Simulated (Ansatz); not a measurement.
**Field gradients of TiO2 from run to run**

Cell of run 1: an entry of the Crystallography Open Database (COD), taken as it stands.

```cif
data_TiO2
_symmetry_space_group_name_H-M 'Pbcn'
_symmetry_Int_Tables_number 60
_cell_length_a 4.5318
_cell_length_b 5.5019
_cell_length_c 4.9063
_cell_angle_alpha 90.000
_cell_angle_beta 90.000
_cell_angle_gamma 90.000
loop_
_atom_site_label
_atom_site_type_symbol
_atom_site_symmetry_multiplicity
_atom_site_Wyckoff_symbol
_atom_site_fract_x
_atom_site_fract_y
_atom_site_fract_z
Ti Ti 4 c 0.0000 0.1704 0.2500
O O 8 d 0.2716 0.3814 0.4142
```

One atom of each set is listed.

Relaxed positions (PBE, cell held):

Ti (0.0000, 0.1758, 0.2500)
O (0.2702, 0.3824, 0.4195)

All runs are DFT with Ansatz 0.2.0 (plane waves and PAW, scalar-relativistic unless spin–orbit coupling is named, Γ-centred meshes, Fermi–Dirac smearing where given) in this cell.

Run 1: PBE, atoms as given; 420 eV, 5×4×4 k-points, smearing 0.02 eV.
Run 2: PBE, atoms relaxed; 420 eV, 5×4×4 k-points, smearing 0.02 eV.
Run 3: r2SCAN, at the relaxed atoms; 500 eV, 5×4×4 k-points, smearing 0.02 eV.
Run 4: PBE, gradients read without the response of the cores, at the relaxed atoms; 420 eV, 5×4×4 k-points, smearing 0.02 eV.

```csv
run,Ti V_zz (η),O V_zz (η)
1,-2.14 (0.71),-2.77 (0.52)
2,?,?
3,2.77 (0.50),-2.96 (0.51)
4,2.88 (0.51),-2.80 (0.53)
```

V_zz in 10²¹ V/m².

Q: Estimate the row of run 2.

A: Ti: 2.83 (0.51); O: -2.71 (0.53). It lies nearest to run 4, from whose tensors on these sites it differs by 0.09 at most (largest principal value of the difference, on O). Taken one at a time, the positions of the atoms (as given or relaxed) move the tensors on these sites by up to 1.03 (largest principal value of the change, on Ti), the functional (r2SCAN with its higher cutoff) by 0.30 (O), the response of the cores by 0.09 (O). On some sites the largest principal value moves to another axis from run to run, and the sign of V_zz can flip with it.

The cell isn't the equilibrium one in runs 1, 2, 4 (calculated pressure 6, 6, 6 GPa), and the entry's cell may itself be off. Run 1: The values hang on the deposited positions: relaxing the atoms moves V_zz on Ti from -2.14 to 2.83.
